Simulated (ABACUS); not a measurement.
# BN (P6_3/mmc) in ABACUS: notebook

Aim: see how the results for BN move with the level of theory and the settings. Levels: PBE, r2SCAN. Tasks: single point.

Everything below comes from runs of ABACUS 3.10.1. Logs are shortened: lines on timing, memory, paths and dates and some standing lists are left out, and cuts for length are marked.

### 1 The crystal as given

It takes space group P6_3/mmc (No. 194, hexagonal). The conventional cell has a = 2.498 Å, b = 2.498 Å, c = 6.636 Å, α = 90.00°, β = 90.00°, γ = 120.00°. N (site symmetry -6m2) is surrounded by 3 B at 1.44 Å. Around B (site symmetry -6m2) lie 3 N at 1.44 Å.

### 2 Single point, PBE

INPUT reads:

```
INPUT_PARAMETERS
suffix              BN
calculation         scf
basis_type          lcao
pseudo_dir          ./
orbital_dir         ./
latname             hexagonal
symmetry            1
dft_functional      pbe
ecutwfc             100
pseudo_rcut         10
nspin               1
nbands              18
ks_solver           scalapack_gvx
smearing_method     fd
smearing_sigma      0.00367493
scf_thr             1e-07
scf_nmax            100
mixing_type         broyden
mixing_beta         0.7
cal_force           1
cal_stress          1
out_mul             1
out_chg             1
```

STRU reads:

```
ATOMIC_SPECIES
N 14.0070 N_ONCV_PBE-1.2.upf
B 10.8100 B_ONCV_PBE-1.2.upf

NUMERICAL_ORBITAL
N_confined-atom_6au_2s2p1d.orb
B_confined-atom_7au_2s2p1d.orb

LATTICE_CONSTANT
4.7209893936

LATTICE_PARAMETERS
2.6561499296

ATOMIC_POSITIONS
Direct

N
0.0
2
0.6666666667 0.3333333333 0.2500000000 1 1 1
0.3333333333 0.6666666667 0.7500000000 1 1 1

B
0.0
2
0.6666666667 0.3333333333 0.7500000000 1 1 1
0.3333333333 0.6666666667 0.2500000000 1 1 1
```

KPT reads:

```
K_POINTS
0
Gamma
11 11 4 0 0 0
```

Potentials or basis: SG15 ONCV 1.2 PBE, DZP LCAO (the cutoffs set its grid).

Started as:

```
$ OMP_NUM_THREADS=1 mpirun -np 4 abacus > log
```

running log:

```text
ABACUS v3.10.1

               Atomic-orbital Based Ab-initio Computation at UStc

 ------------------------------------------------------------------------------------

 READING GENERAL INFORMATION
                           global_out_dir = OUT.BN/
                           global_in_card = INPUT
                               pseudo_dir = ./
                              orbital_dir = ./
                                    DSIZE = 4
                                    GSIZE = 1

 READING UNITCELL INFORMATION
                                    ntype = 2
                  lattice constant (Bohr) = 4.72099
              lattice constant (Angstrom) = 2.49824

 READING ATOM TYPE 1
                               atom label = N
                      L=0, number of zeta = 2
                      L=1, number of zeta = 2
                      L=2, number of zeta = 1
             number of atom for this type = 2

 READING ATOM TYPE 2
                               atom label = B
                      L=0, number of zeta = 2
                      L=1, number of zeta = 2
                      L=2, number of zeta = 1
             number of atom for this type = 2

                        TOTAL ATOM NUMBER = 4
DIRECT COORDINATES
    atom                   x                   y                   z     mag                  vx                  vy                  vz
taud_N1            0.6666666667        0.3333333333        0.2500000000  0.0000        0.0000000000        0.0000000000        0.0000000000
taud_N2            0.3333333333        0.6666666667        0.7500000000  0.0000        0.0000000000        0.0000000000        0.0000000000
taud_B1            0.6666666667        0.3333333333        0.7500000000  0.0000        0.0000000000        0.0000000000        0.0000000000
taud_B2            0.3333333333        0.6666666667        0.2500000000  0.0000        0.0000000000        0.0000000000        0.0000000000

                          Volume (Bohr^3) = 242.037
                             Volume (A^3) = 35.8662

 Lattice vectors: (Cartesian coordinate: in unit of a_0)
                   +1                  +0                  +0
                 -0.5           +0.866025                  +0
                   +0                  +0            +2.65615
 Reciprocal vectors: (Cartesian coordinate: in unit of 2 pi/a_0)
                   +1            +0.57735                  -0
                   -0             +1.1547                  -0
                   +0                  -0           +0.376485
 The esolver type has been set to : ksdft_lcao

                PAO radial cut off (Bohr) = 10

 Read in pseudopotential file is N_ONCV_PBE-1.2.upf
                     pseudopotential type = NC
[... 205 lines left out ...]
         searching radius unit is (Bohr)) = 4.72
                         PeriodicBoundary = 1
                        Radius(unit:lat0) = 3.79
                                   glayer = [ 6, 6, 3 ]
                             glayer_minus = [ 5, 5, 2 ]

Find the coordinate range of the input atom(unit:lat0).
                                  min_tau = [ -7.5, -4.04, -4.65 ]
                                  max_tau = [ 8, 4.91, 7.3 ]
                                BoxNumber = [ 11, 11, 5 ]

 SETUP EXTENDED REAL SPACE GRID FOR GRID INTEGRATION
                          real space grid = [ 32, 32, 80 ]
                 big cell numbers in grid = [ 8, 8, 20 ]
             meshcell numbers in big cell = [ 4, 4, 4 ]
                        extended fft grid = [ 14, 14, 12 ]
                dimension of extened grid = [ 37, 37, 45 ]
                            UnitCellTotal = 75
              Atom number in sub-FFT-grid = 4
    Local orbitals number in sub-FFT-grid = 52
                                ParaV.nnr = 46480
                                 init_chg = atomic

 LCAO ALGORITHM --------------- ION=   1  ELEC=   1--------------------------------

 Density error is 0.214991457749
----------------------------------------------------------
     Energy           Rydberg                 eV
----------------------------------------------------------
 E_KohnSham     -51.2707781448       -697.5747236626
 E_Harris       -47.0306507524       -639.8848308808
 E_Fermi        0.2972577148         4.0443986956
----------------------------------------------------------
[... 91 lines left out ...]
 Density error is 3.22614024653e-09
----------------------------------------------------------
     Energy           Rydberg                 eV
----------------------------------------------------------
 E_KohnSham     -51.4699463478       -700.2845460842
 E_KS(sigma->0) -51.4699463478       -700.2845460842
 E_Harris       -51.4699462852       -700.2845452326
 E_band         -2.9021388249        -39.4856244056
 E_one_elec     -16.2508738249       -221.1044814971
 E_Hartree      16.2694265528        221.3569043106
 E_xc           -14.7442329207       -200.6055803611
 E_Ewald        -36.7442661550       -499.9313885367
 E_entropy(-TS) -0.0000000000        -0.0000000000
 E_descf        0.0000000000         0.0000000000
 E_exx          0.0000000000         0.0000000000
 E_Fermi        0.4836515692         6.5804171879
----------------------------------------------------------

 charge density convergence is achieved
 final etot is -700.28454608 eV
 EFERMI = 6.5804171879 eV

 STATE ENERGY(eV) AND OCCUPATIONS    NSPIN == 1
 1/48 kpoint (Cartesian) = 0.0000 0.0000 0.0000 (1024 pws)
       1       -13.0243     0.00413223
       2       -12.7592     0.00413223
       3       -1.49194     0.00413223
       4       0.624379     0.00413223
       5        3.28642     0.00413223
       6        3.28642     0.00413223
[... 98 lines left out ...]
       5       0.454432      0.0247934
       6       0.521338      0.0247934
[... 10 lines left out ...]
      17        25.8085        0.00000
      18        26.1851        0.00000

[... levels at 42 further k points ...]

 correction force for each atom along direction 1 is -8.60423e-16
 correction force for each atom along direction 2 is -4.69763e-15
 correction force for each atom along direction 3 is -2.01209e-14
------------------------------------------------------------------------------------------
 TOTAL-FORCE (eV/Angstrom)
------------------------------------------------------------------------------------------
                        N1         0.0000000000         0.0000000000         0.0000000000
                        N2         0.0000000000         0.0000000000         0.0000000000
                        B1         0.0000000000         0.0000000000         0.0000000000
                        B2         0.0000000000         0.0000000000         0.0000000000
------------------------------------------------------------------------------------------

----------------------------------------------------------------
 TOTAL-STRESS (KBAR)
----------------------------------------------------------------
        82.7045047289        -0.0000000000        -0.0000000000
         0.0000000000        82.7045047289        -0.0000000000
         0.0000000000         0.0000000000        11.3550260792
----------------------------------------------------------------
 TOTAL-PRESSURE: 58.921345 KBAR

 --------------------------------------------
 !FINAL_ETOT_IS -700.2845460842293051 eV
 --------------------------------------------
```

Wall time 7.9 s (4 MPI ranks of Intel Xeon Platinum 8488C (Sapphire Rapids), shared host); peak memory 0.44 GiB.

What came out:

```
Free energy            : -700.2845 eV
Pressure               : 5.9 GPa
Band gap on the k mesh : 4.32 eV, indirect (least direct gap 4.63 eV)
Mulliken charges       : N -0.07; B +0.07 e
```

Stress tensor (GPa, compression positive):
```
8.27 0.00 0.00
0.00 8.27 0.00
0.00 0.00 1.14
```

Caveat: the atomic orbitals were generated for these runs and aren't a published set; Mulliken charges move with the basis; an odd mesh through Γ misses points on the zone boundary, where band edges often lie; this functional lacks dispersion, which binds the layers, so the pressure and a relaxed spacing across them are unreliable; the basis of atomic orbitals isn't converged, which shifts pressures, moduli and gaps. As with any semilocal functional, this PBE gap is likely too small.

### 3 Single point, r2SCAN

run_abacus.py reads:

```python
"""ABACUS run from a structure file: ASE reads it, the script writes STRU, KPT and INPUT."""
import re
import subprocess
from ase.io import read
from ase.units import Bohr

atoms = read("BN.cif")
atoms = atoms[(-atoms.numbers).argsort(kind="stable")]  # ABACUS lists atoms element by element
pseudo = {'N': 'N_ONCV_PBE-1.2.upf', 'B': 'B_ONCV_PBE-1.2.upf'}
orbital = {}
magmoms = None
kmesh = [8, 8, 3]
params = {
    'suffix': 'BN',
    'calculation': 'scf',
    'basis_type': 'pw',
    'pseudo_dir': './',
    'symmetry': 1,
    'dft_functional': 'MGGA_X_R2SCAN+MGGA_C_R2SCAN',
    'ecutwfc': 97,
    'pseudo_rcut': 10,
    'nspin': 1,
    'nbands': 18,
    'ks_solver': 'dav',
    'smearing_method': 'fd',
    'smearing_sigma': 0.00367493,
    'scf_thr': 1e-08,
    'scf_nmax': 100,
    'mixing_type': 'broyden',
    'mixing_beta': 0.7,
    'cal_force': 1,
    'cal_stress': 1,
    'mixing_tau': 1,
    'out_chg': 1,
    'kpar': 4,
}

symbols = atoms.get_chemical_symbols()
elements = list(dict.fromkeys(symbols))
lines = ["ATOMIC_SPECIES"] + [f"{e} {atoms.get_masses()[symbols.index(e)]:.4f} {pseudo[e]}" for e in elements]
if orbital:
    lines += ["", "NUMERICAL_ORBITAL"] + [orbital[e] for e in elements]
lines += ["", "LATTICE_CONSTANT", f"{1 / Bohr:.10f}", "", "LATTICE_VECTORS"]
lines += [" ".join(f"{x:.10f}" for x in v) for v in atoms.cell]
lines += ["", "ATOMIC_POSITIONS", "Direct"]
for e in elements:
    lines += ["", e, "0.0", str(symbols.count(e))]
    for i, p in enumerate(atoms.get_scaled_positions(wrap=False)):
        if symbols[i] == e:
            mag = "" if magmoms is None else " mag " + " ".join(str(x) for x in (magmoms[i] if isinstance(magmoms[i], list) else [magmoms[i]]))
            lines.append(" ".join(f"{x:.10f}" for x in p) + " 1 1 1" + mag)
open("STRU", "w").write("\n".join(lines) + "\n")
open("KPT", "w").write("K_POINTS\n0\nGamma\n%d %d %d 0 0 0\n" % tuple(kmesh))
open("INPUT", "w").write("INPUT_PARAMETERS\n" + "".join(f"{k:<20s}{v}\n" for k, v in params.items()))

done = subprocess.run(['mpirun', '-np', '4', 'abacus'])
if done.returncode:
    raise SystemExit(done.returncode)
log = open("OUT.BN/running_scf.log").read()
print("final energy (eV):", re.findall(r"FINAL_ETOT_IS (\S+)", log))
```

BN.cif reads:

```cif
data_BN
_cell_length_a 2.49824000
_cell_length_b 2.49824000
_cell_length_c 6.63570000
_cell_angle_alpha 90.00000000
_cell_angle_beta 90.00000000
_cell_angle_gamma 120.00000000
_space_group_name_H-M_alt 'P1'
_space_group_name_Hall 'P 1'
_space_group_IT_number 1
loop_
_space_group_symop_operation_xyz
'x,y,z'
loop_
_atom_site_label
_atom_site_type_symbol
_atom_site_symmetry_multiplicity
_atom_site_Wyckoff_symbol
_atom_site_fract_x
_atom_site_fract_y
_atom_site_fract_z
_atom_site_occupancy
N1 N 1 a 0.6666666667 0.3333333333 0.2500000000 1
N2 N 1 a 0.3333333333 0.6666666667 0.7500000000 1
B1 B 1 a 0.6666666667 0.3333333333 0.7500000000 1
B2 B 1 a 0.3333333333 0.6666666667 0.2500000000 1
```

Potentials or basis: SG15 ONCV 1.2 PBE, plane waves.

Started as:

```
$ OMP_NUM_THREADS=1 python run_abacus.py > log
```

Wall time 17 s (4 MPI ranks of Intel Xeon 6975P-C (Granite Rapids), shared host); peak memory 0.4 GiB.

It converged, with:

```yaml
Free_energy: -700.5574 eV
Pressure: -0.3 GPa
Band_gap_on_the_k_mesh: 4.91 eV, indirect (least direct gap 5.36 eV)
```

Stress tensor (GPa, compression positive):
```
-0.94  0.00  0.00
 0.00 -0.94  0.00
 0.00  0.00  0.98
```

Levels at points of the mesh, in eV from the valence-band top:
```tsv
k point	band 4	band 5	band 6	band 7	band 8	band 9	band 10	band 11	band 12	band 13
(0.00, 0.00, 0.00)	-4.24	-1.37	-1.37	-1.33	-1.33	5.61	11.09	12.38	12.38	12.52
(0.50, 0.50, 0.00)	-9.31	-4.36	-4.29	-1.46	-0.45	4.91	6.38	10.22	10.66	13.34
```

Caveat: the potentials were made for another functional, which shifts forces and pressure; an odd mesh through Γ misses points on the zone boundary, where band edges often lie.
